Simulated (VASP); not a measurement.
The system is ZnSe (Stilleite).

```
Zn Se
1.0
     0.00000    2.83380    2.83380
     2.83380    0.00000    2.83380
     2.83380    2.83380    0.00000
Zn Se
1 1
Direct
  0.00000 0.00000 0.00000
  0.25000 0.25000 0.25000
```

Program: VASP 6.6.1. Alike in all runs: task single point; no spin polarisation; cell as given; cutoff (eV) 520; smearing fermi-dirac 0.02 eV.

Task: Order these runs on this cell by their band gap on the k mesh, lowest first.
A. level LDA; potentials or basis VASP PAW LDA potentials, release 64 (Zn, Se); k mesh 7 × 7 × 7; further INCAR settings ALGO = Fast; EDIFF = 1e-07
B. level r2SCAN; potentials or basis VASP PAW PBE potentials, release 64 (Zn, Se); k mesh 7 × 7 × 7; further INCAR settings ALGO = Normal; EDIFF = 1e-07
C. level HSE06; potentials or basis VASP PAW PBE potentials, release 64 (Zn, Se); k mesh 5 × 5 × 5; further INCAR settings ALGO = Normal; EDIFF = 1e-07; grid for exact exchange (PRECFOCK) Normal; screening parameter 0.2 1/A

Result: A (1.07 eV), B (1.87 eV), C (2.43 eV).

Runs at the PBE level aren't shown here.
